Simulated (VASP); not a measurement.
# HfN: equation of state with r2SCAN

Crystal: HfN.

```xyz
2
Lattice="0.0000 2.4402 2.4402 2.4402 0.0000 2.4402 2.4402 2.4402 0.0000" Properties=species:S:1:pos:R:3 pbc="T T T"
Hf    0.0000    0.0000    0.0000
N     1.2201    1.2201    1.2201
```

The cell comes from a database or a generator and needn't be the stable form of this composition.

* Program: VASP 6.6.1
* Task: equation of state
* Functional: r2SCAN
* Potentials or basis: VASP PAW PBE potentials, release 64 (Hf_pv, N)
* Cutoff: 520 eV
* k mesh: 8 × 8 × 8
* Occupations: fermi-dirac, width 0.05 eV
* Spin: no spin polarisation

```yaml
Equilibrium_volume: 14.53 Å³/atom
Bulk_modulus: 211 GPa
Pressure_derivative_of_the_bulk_modulus: "3.9 (rough: it moves with the points fitted)"
```

Energy against volume, from the lowest point:
```tsv
volume (Å³/atom)	energy (meV/atom)
13.948	16.66
14.239	4.09
14.530	0.00
14.820	3.56
15.111	14.11
```

All runs of the series together: 6.8 min on 1 thread of Intel(R) Xeon(R) Platinum 8259CL CPU @ 2.50GHz (Skylake/Cascade Lake), on a shared host.

Caveat: the PAW data sets were made with another functional, which shifts forces and pressure a little. The run has no spin-orbit coupling, so splittings on Hf are missing.
